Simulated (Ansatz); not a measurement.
**HfO₂: ideal shear of a crystal plane**

Method: DFT r2SCAN, scalar-relativistic, plane waves, PAW (Ansatz 0.2.0). Cutoff 500 eV, Γ-centred 6×6×3 k-points, Gaussian smearing of 0.05 eV. Spin–orbit coupling is left out, which can shift energies with elements as heavy as these. No spin polarisation. Energies are free energies at this smearing, counted from the undisturbed cell; pressure is positive in compression.

The starting cell (relaxed at this level; this form isn't the usual structure):

```yaml
crystal:
  lattice:
    - [-3.57682, 0.00000, 0.00000]
    - [0.00000, -3.57682, 0.00000]
    - [0.00000, 0.00000, 10.40535]
  atoms:
    - { symbol: Hf, position: [0.50000, 0.50000, 0.95095] }
    - { symbol: Hf, position: [0.50000, 0.50000, 0.45095] }
    - { symbol: Hf, position: [0.00000, 0.00000, 0.70095] }
    - { symbol: Hf, position: [0.00000, 0.00000, 0.20095] }
    - { symbol: O, position: [0.00000, 0.50000, 0.04903] }
    - { symbol: O, position: [0.00000, 0.50000, 0.54903] }
    - { symbol: O, position: [0.50000, 0.00000, 0.10287] }
    - { symbol: O, position: [0.50000, 0.00000, 0.60287] }
    - { symbol: O, position: [0.50000, 0.00000, 0.85287] }
    - { symbol: O, position: [0.50000, 0.00000, 0.35287] }
    - { symbol: O, position: [0.00000, 0.50000, 0.79903] }
    - { symbol: O, position: [0.00000, 0.50000, 0.29903] }
```

The cut lies on the cell's a–b face, a (0 0 1) plane (indices in the standard cell, whose axes needn't be the Cartesian ones shown) of area 12.79 Å², between layers 1.02 Å apart. Vector c is tilted by f times 1·a − 1·b (length 5.058 Å) with the atoms' Cartesian places fixed: one unrelaxed fault a cell. The traction is dγ/du, the slope of γ against the slip u in Å. Some rows repeat others by symmetry and weren't run.

```csv
f,γ (mJ/m²),traction (GPa)
0.0000,0,0.0
0.0833,736,35.6
0.1667,2866,59.4
0.2500,5000,33.9
0.3333,5591,-0.5
0.4167,5585,4.8
0.5000,5825,0.0
0.6667,5591,0.5
0.8333,2866,-59.4
```

Question: Read off the first barrier and the stress needed to climb it, and compare with Frenkel's sinusoid.

Answer: The first sampled maximum lies at f = 0.333, a slip of 1.69 Å, with γ ≈ 5591 mJ/m², which stands in for the unstable fault energy γ_us, and the steepest sampled slope before it is 59.4 GPa. A sinusoid γ = γ_us sin²(πu/λ) with its maximum there has λ = 3.37 Å and a largest slope πγ_us/λ = 52.1 GPa (1 mJ/m² per Å = 0.01 GPa). The stand-in is too high: the stress and forces give a traction of 96.6 GPa across the line at this point, so it is no saddle, and slip that bends off the line crosses lower.

Question: Is there a metastable fault on this line?

Answer: The samples dip to a local minimum of 5585 mJ/m² at f = 0.417. If it survives relaxation and slip across the line, it is a planar fault that lets a dislocation split into partials, more widely the lower its energy (an antiphase boundary, where the slip puts unlike atoms in each other's places).

The cut is rigid; relaxing the faces lowers these energies and usually the stresses.

Cost: 7 runs of about 13 core-minutes in all, on Oxide Virtual Turin-like Processor (Zen 5) (shared hosts).